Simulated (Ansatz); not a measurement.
**Molecular dynamics of Zr$_{10}$HN$_{8}$**

Input:

```yaml
accuracy: low
crystal:
  lattice:
    - [-6.69779, -5.634654, 0.0]
    - [4.739747, -5.634654, 0.0]
    - [2.774018, 2.341046, 7.967326]
  atoms:
    - { symbol: Zr, position: [0.02984936, 0.66841774, 0.92451139] }
    - { symbol: Zr, position: [0.65114913, 0.60634968, 0.84552226] }
    - { symbol: Zr, position: [0.38125047, 0.3822387, 0.19480604] }
    - { symbol: Zr, position: [0.94219562, 0.29981507, 0.07454491] }
    - { symbol: Zr, position: [0.15121146, 0.62556282, 0.33954801] }
    - { symbol: Zr, position: [0.76985038, 0.49546086, 0.25568569] }
    - { symbol: Zr, position: [0.95119737, 0.809971, 0.54216558] }
    - { symbol: Zr, position: [0.04481132, 0.21748717, 0.44823729] }
    - { symbol: Zr, position: [0.26500885, 0.51486793, 0.77417521] }
    - { symbol: Zr, position: [0.83428425, 0.36643218, 0.66578655] }
    - { symbol: H, position: [-0.00181757, 0.57221786, 0.43868537] }
    - { symbol: "N", position: [0.72218205, 0.31202618, 0.8188353] }
    - { symbol: "N", position: [0.09782004, 0.38543407, 0.93149689] }
    - { symbol: "N", position: [0.27397278, 0.70914889, 0.1715137] }
    - { symbol: "N", position: [0.94094402, 0.5995949, 0.11772394] }
    - { symbol: "N", position: [0.09668941, 0.95701628, 0.40059313] }
    - { symbol: "N", position: [0.21769304, 0.3319096, 0.30899675] }
    - { symbol: "N", position: [0.89527358, 0.07455904, 0.63317557] }
    - { symbol: "N", position: [0.79039911, 0.69488507, 0.67770011] }
    - { symbol: Zr, position: [0.55608839, 0.20302556, 0.95890865] }
    - { symbol: Zr, position: [0.18076631, 0.09676413, 0.86684125] }
    - { symbol: Zr, position: [0.83033906, 0.88627201, 0.12523326] }
    - { symbol: Zr, position: [0.45318753, 0.80686639, 0.0622196] }
    - { symbol: Zr, position: [0.66361966, 0.09158999, 0.3508252] }
    - { symbol: Zr, position: [0.24724741, 1.01966182, 0.24969464] }
    - { symbol: Zr, position: [0.4345886, 0.30322212, 0.52267481] }
    - { symbol: Zr, position: [0.54347821, 0.70346057, 0.41785471] }
    - { symbol: Zr, position: [0.74407538, -0.02187573, 0.75622068] }
    - { symbol: Zr, position: [0.3136032, 0.91762697, 0.62539959] }
    - { symbol: H, position: [0.45063101, -0.0050145, 0.46669566] }
    - { symbol: "N", position: [0.19221922, 0.81190241, 0.79571149] }
    - { symbol: "N", position: [0.57925787, 0.91303832, 0.89851002] }
    - { symbol: "N", position: [0.78868379, 0.18268297, 0.20010711] }
    - { symbol: "N", position: [0.39801419, 0.09580341, 0.07991115] }
    - { symbol: "N", position: [0.65192211, 0.40155568, 0.41675304] }
    - { symbol: "N", position: [0.70763549, 0.80146579, 0.28782673] }
    - { symbol: "N", position: [0.43198148, 0.58086993, 0.58756437] }
    - { symbol: "N", position: [0.29843704, 0.1874466, 0.67481954] }
basis:
  ecutwfc: 420.0
kpoints:
  mp_grid: { grid: [1, 1, 1] }
hamiltonian:
  xc: pbesol
scf:
  occupations: { method: fermi_dirac, width: 0.05 }
  lower_state_search: "off"
md:
  timestep: 0.5
  n_steps: 400
  ensemble: nvt_langevin
  temperature: 2400.0
  initial_velocities: maxwell_boltzmann
  seed: 971651
  friction: 0.005
```

Launched with:

```bash
$ ansatz run input.yaml --threads 2 --pin off --max-ram 5120MiB --backend cpu --events-out ev --progress --plain --runs-dir out
```

It goes on from the last frame of an earlier run, with new velocities.

Output, in part (step lines):

```
md step     0: t =     0.00 fs  T =  2336.8 K  F+E_penalty+E_count = -88713.26474997 eV  E_kin = 11.478288 eV  (11 SCF iters)
md step     1: t =     0.50 fs  T =  2337.4 K  F+E_penalty+E_count = -88713.22831893 eV  E_kin = 11.480869 eV  (8 SCF iters)
md step     2: t =     1.00 fs  T =  2327.2 K  F+E_penalty+E_count = -88713.17423154 eV  E_kin = 11.430958 eV  (8 SCF iters)
md step     3: t =     1.50 fs  T =  2343.8 K  F+E_penalty+E_count = -88713.10985905 eV  E_kin = 11.512390 eV  (8 SCF iters)
md step     4: t =     2.00 fs  T =  2313.4 K  F+E_penalty+E_count = -88713.03227281 eV  E_kin = 11.362949 eV  (8 SCF iters)
md step     5: t =     2.50 fs  T =  2356.3 K  F+E_penalty+E_count = -88712.94313356 eV  E_kin = 11.573908 eV  (5 SCF iters)
md step     6: t =     3.00 fs  T =  2313.1 K  F+E_penalty+E_count = -88712.84888948 eV  E_kin = 11.361814 eV  (5 SCF iters)
md step     7: t =     3.50 fs  T =  2281.2 K  F+E_penalty+E_count = -88712.75127131 eV  E_kin = 11.205174 eV  (5 SCF iters)
[... lines left out ...]
```

The steps, from the saved trajectory:

```
time (fs)  T (K)  potential energy less start (eV)
        0   2337                             0.000
      6.5   2179                             1.091
       13   1961                             2.311
     19.5   1847                             2.833
       26   1965                             2.307
     32.5   2222                             1.782
       39   2241                             2.370
     45.5   1978                             3.529
       52   1950                             3.449
     58.5   1905                             3.119
       65   2073                             2.727
     71.5   2310                             1.719
       78   2278                             1.186
     84.5   2448                             1.313
       91   2063                             2.186
     97.5   1905                             2.600
      104   1948                             2.209
    110.5   2339                             0.992
      117   2243                             1.275
    123.5   2162                             2.586
      130   2003                             3.312
    136.5   2262                             2.727
      143   2574                             1.146
    149.5   2406                             1.380
      156   1818                             3.595
    162.5   1723                             4.425
      169   1917                             3.761
    175.5   2174                             2.665
      182   2313                             2.389
    188.5   2382                             1.981
      195   2423                             1.885
```

All steps were run. A run of 0.2 ps of so small a system gives no equilibrium averages. Limits of this set-up: coarse k mesh, low accuracy level.

Mean squared displacements from the first frame to the last, about the centre of mass: Zr 0.10 Å², H 0.57 Å², N 0.18 Å².

Last frame:

```xyz
38
Lattice="-6.6978 -5.6347 0.0000 4.7397 -5.6347 0.0000 2.7740 2.3410 7.9673" Properties=species:S:1:pos:R:3
Zr 5.800 -2.170 7.927
Zr 0.827 -5.478 7.148
Zr 0.042 -3.909 1.495
Zr -4.390 -7.038 0.705
Zr 2.716 -3.603 3.047
Zr -1.784 -6.527 2.433
Zr -0.959 -8.683 4.567
Zr 1.652 -0.258 3.830
Zr 2.560 -2.541 6.278
Zr -2.158 -5.633 5.611
H 3.810 -1.402 4.198
N -1.025 -3.954 6.466
N 3.491 -0.676 7.338
N 1.950 -5.445 1.980
N -2.875 -8.339 0.741
N 4.643 -4.576 3.311
N 0.888 -2.307 2.814
N -4.147 -4.171 5.140
N 0.036 -7.048 6.082
Zr 0.001 -2.145 7.743
Zr 1.682 0.412 7.047
Zr -0.741 -9.602 1.512
Zr 1.210 -7.063 0.700
Zr -2.823 -3.527 3.168
Zr 3.861 -6.330 2.117
Zr 0.115 -3.089 4.449
Zr 0.880 -5.946 3.634
Zr -2.874 -2.739 6.293
Zr 3.709 -5.373 5.400
H -1.945 -1.558 4.266
N 4.475 -3.802 6.480
N 2.811 -6.515 7.389
N -3.895 -5.459 1.951
N -1.562 -2.727 0.888
N -1.068 -4.662 3.462
N -0.017 -7.922 2.632
N 1.916 -4.185 5.332
N 0.605 -1.276 5.906
```

Run time: 23 min on 2 threads of Arm Neoverse V1 (shared host), peak memory 0.66 GiB.
